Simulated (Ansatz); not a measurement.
# Y: the cost of one run

Program: Ansatz 0.2.0. Level of theory: DFT PBE, scalar-relativistic, plane waves, PAW. These are calculated values, not measurements.

### Step 1. The starting structure

The structure is tetragonal, space group P4/mmm (No. 123). The conventional cell has a = 3.514 Å, b = 3.514 Å, c = 26.940 Å, α = 90.00°, β = 90.00°, γ = 90.00°. Y (site symmetry 4mm) is surrounded by 8 Y at 3.51 Å. Y (site symmetry 4mm) has 12 Y at 3.51 Å as nearest neighbours. Y (site symmetry 4/mmm) is surrounded by 12 Y at 3.51 Å.

As a file:

```cif
data_structure
_symmetry_space_group_name_H-M 'P4/mmm'
_symmetry_Int_Tables_number 123
_cell_length_a 3.5143
_cell_length_b 3.5143
_cell_length_c 26.9400
_cell_angle_alpha 90.000
_cell_angle_beta 90.000
_cell_angle_gamma 90.000
_cell_volume 332.72
loop_
_atom_site_label
_atom_site_type_symbol
_atom_site_symmetry_multiplicity
_atom_site_Wyckoff_symbol
_atom_site_fract_x
_atom_site_fract_y
_atom_site_fract_z
_atom_site_occupancy
Y1 Y 2 h 0.50000 0.50000 0.31552 1
Y2 Y 2 g 0.00000 0.00000 0.40776 1
Y3 Y 1 d 0.50000 0.50000 0.50000 1
```

Slab cut from the bulk at the bulk's listed lattice constants, lower half held.

### Step 2. Relaxing the atoms

Input file input.yaml:

```yaml
crystal:
  lattice:
    - [3.5143207, 0.0, 0.0]
    - [0.0, 3.5143207, 0.0]
    - [0.0, 0.0, 26.9399997796]
  atoms:
    - { symbol: "Y", position: [0.5, 0.5, 0.315515964] }
    - { symbol: "Y", position: [0.0, 0.0, 0.4077579768] }
    - { symbol: "Y", position: [0.5, 0.5, 0.5] }
    - { symbol: "Y", position: [0.0, 0.0, 0.5922420232] }
    - { symbol: "Y", position: [0.5, 0.5, 0.684484036] }
basis:
  ecutwfc: 420.0
  fft_grid_basis: typed
kpoints:
  mp_grid: { grid: [7, 7, 1] }
hamiltonian:
  xc: pbe
  pseudopotentials: { kind: paw }
scf:
  occupations: { method: gaussian, width: 0.1 }
output:
  forces: true
  eigenvalues: true
efield:
  axis: 3
  dipole_correction: true
  ramp_width: 0.04
relax:
  adjacent_minimum: "off"
  f_tol: 0.04
  max_steps: 40
  constraints: [{ sites: [0, 1] }]
```

On the command line:

```console
> ansatz run input.yaml --threads 1 --pin off --max-ram 2211MiB --backend cpu --events-out ev --progress --plain --runs-dir out
```

Q: Estimate wall time and peak memory on 1 thread of Arm Neoverse V1, shared host.

About 36 s, with a peak of 0.45 GiB.
